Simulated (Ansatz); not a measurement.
The system is SrCl2.

```
CELL_PARAMETERS angstrom
0.00000 3.48835 3.48835
3.48835 0.00000 3.48835
3.48835 3.48835 0.00000
ATOMIC_POSITIONS crystal
Sr 0.00000 0.00000 0.00000
Cl 0.75000 0.75000 0.75000
Cl 0.25000 0.25000 0.25000
```

Program: Ansatz 0.2.0. Alike in all runs: task band structure; potentials or basis Ansatz PAW; no spin polarisation; cell as given.

Order these runs on this cell by their band gap on the k mesh, lowest first.
A. level PBEsol; k mesh 7 × 7 × 7; cutoff (eV) 420; smearing fermi-dirac 0.05 eV; points for each segment of the path 14
B. level HSE06; k mesh 4 × 4 × 4; cutoff (eV) 420; smearing fixed; level hse06; run kind scf
C. level r2SCAN; k mesh 6 × 6 × 6; cutoff (eV) 500; smearing fixed; level r2scan; run kind scf
D. level LDA; k mesh 7 × 7 × 7; cutoff (eV) 420; smearing fermi-dirac 0.05 eV; points for each segment of the path 14
E. level PBE0; k mesh 4 × 4 × 4; cutoff (eV) 420; smearing fixed; level pbe0; run kind scf

D (4.92 eV), A (5.18 eV), C (5.97 eV), B (6.62 eV), E (7.35 eV).

A k mesh can miss the band edges.

Not every run made on this cell is shown here.
